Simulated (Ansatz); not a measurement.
# AlGaAs2: the cost of one run

Method: DFT PBEsol, scalar-relativistic, plane waves, PAW, in Ansatz 0.2.0.

1 further run of the same task is left out (set aside as unsound or not needed).

## Step 1: Starting point

It takes space group R3m (No. 160, trigonal). Conventional cell: a = 4.009 Å, b = 4.009 Å, c = 19.633 Å, α = 90.00°, β = 90.00°, γ = 120.00°. Around Al (site symmetry 3m) lie 4 As at 2.45 to 2.46 Å. Ga (site symmetry 3m) has 4 As at 2.45 to 2.46 Å as nearest neighbours. Around As (site symmetry 3m) lie 3 Ga at 2.46 Å and 1 Al at 2.46 Å. As (site symmetry 3m) is surrounded by 3 Al at 2.45 Å and 1 Ga at 2.45 Å.

Coordinates:

```
Al Ga As
1.0
     2.00427    1.15717    6.54431
    -2.00427    1.15717    6.54431
     0.00000   -2.31433    6.54431
Al Ga As
1 1 2
Direct
  0.99977 0.99977 0.99977
  0.50013 0.50013 0.50013
  0.12500 0.12500 0.12500
  0.62509 0.62509 0.62509
```

It goes back to an entry of the Materials Project, which need not be the stable form.

This cell was relaxed beforehand with the same method: volume 22.77 Å³/atom, gap on the mesh 0.82 eV.

Its energy, with the smearing taken to zero, is -13895.2905 eV for the 4-atom cell on a 12×12×12 mesh; differences below count from it.

## Step 2: Cell: atoms packed at random at 1.00 times the crystal's volume

2 Al, 2 Ga, 4 As were thrown into a skewed cell at random, at 1.00 times a reference volume of the solid, and pushed apart as soft spheres.

The cell holds 2 Al, 2 Ga, 4 As: a = 5.256 Å, b = 5.868 Å, c = 5.911 Å, α = 90.91°, β = 91.09°, γ = 87.85°.

## Step 3: Relaxing on a coarse mesh

A cheap relaxation: coarse mesh, no symmetry, loose thresholds.

File input.yaml:

```yaml
crystal:
  lattice:
    - [5.254823, 0.103747, -0.052275]
    - [0.103747, 5.866702, -0.046264]
    - [-0.052275, -0.046264, 5.910987]
  atoms:
    - { symbol: Al, position: [0.9264705536, 0.0940996297, 0.2608342634] }
    - { symbol: Al, position: [0.3793896311, 0.9199047822, 0.2367218369] }
    - { symbol: Ga, position: [0.9644616382, 0.7924153443, 0.5712177444] }
    - { symbol: Ga, position: [0.6870261595, 0.0351703611, 0.8974513669] }
    - { symbol: As, position: [0.1952767762, 0.2015533548, 0.6906952498] }
    - { symbol: As, position: [0.9038819822, 0.6142142139, 0.0879913947] }
    - { symbol: As, position: [0.3523235242, 0.4028641372, 0.1502259213] }
    - { symbol: As, position: [0.6235390678, 0.4164694585, 0.7352067445] }
  symmetry: { detect: false }
basis:
  ecutwfc: 420
kpoints:
  mp_grid: { grid: [3, 2, 2], shift: [0.0, 0.5, 0.5] }
hamiltonian:
  xc: pbesol
scf:
  occupations: { method: gaussian, width: 0.1 }
  lower_state_search: "off"
output:
  forces: true
  stress: true
  eigenvalues: true
relax:
  adjacent_minimum: "off"
  f_tol: 0.04
  max_steps: 70
  cell: { stress_tol: 0.3 }
```

Run with:

```sh
$ ansatz run input.yaml --threads 2 --pin off --max-ram 5120MiB --backend cpu --events-out ev --progress --plain --runs-dir out
```

What time and memory should one allow on 2 threads of Intel Xeon at 2.70GHz, shared host?

About 94 s, with a peak of 0.49 GiB.
